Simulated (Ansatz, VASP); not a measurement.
# W: VASP beside Ansatz

```
CELL_PARAMETERS angstrom
2.85885 0.00000 0.00000
-1.42943 2.47584 0.00000
0.00000 0.00000 5.08064
ATOMIC_POSITIONS crystal
W 0.33333 0.66667 0.25000
W 0.66667 0.33333 0.75000
```

Alike in both runs: task single point; functional PBEsol; k mesh 15 × 15 × 7; occupations fermi-dirac, width 0.1 eV; no spin polarisation.

```csv
,VASP,Ansatz
version,VASP 6.6.1,Ansatz 0.2.0
potentials or method,"VASP PAW PBE potentials, release 64 (W_sv)","plane waves (420 eV) with PAW, scalar-relativistic"
plane-wave cutoff (eV),520,420
valence electrons in the cell,28,28
```

Ansatz gave:

| Property | Result |
| --- | --- |
| pressure (GPa) | -26.8 |
| largest component of the traceless stress (GPa) | 3.25 |

**Question.** Estimate VASP's values.

**Answer.** Pressure (GPa): -26.6; largest component of the traceless stress (GPa): 3.17.

The functional is the same, so the differences come from potentials, cutoffs and numerics. Ansatz warned: «pseudo_functional_mismatch».

Caveats: so large a pressure means that the cell lies far from this level's equilibrium, or that cutoff or potentials fall short (VASP); the potentials were made for another functional, which shifts forces and pressure (VASP). Spin-orbit coupling is left out, which matters for the levels of W.
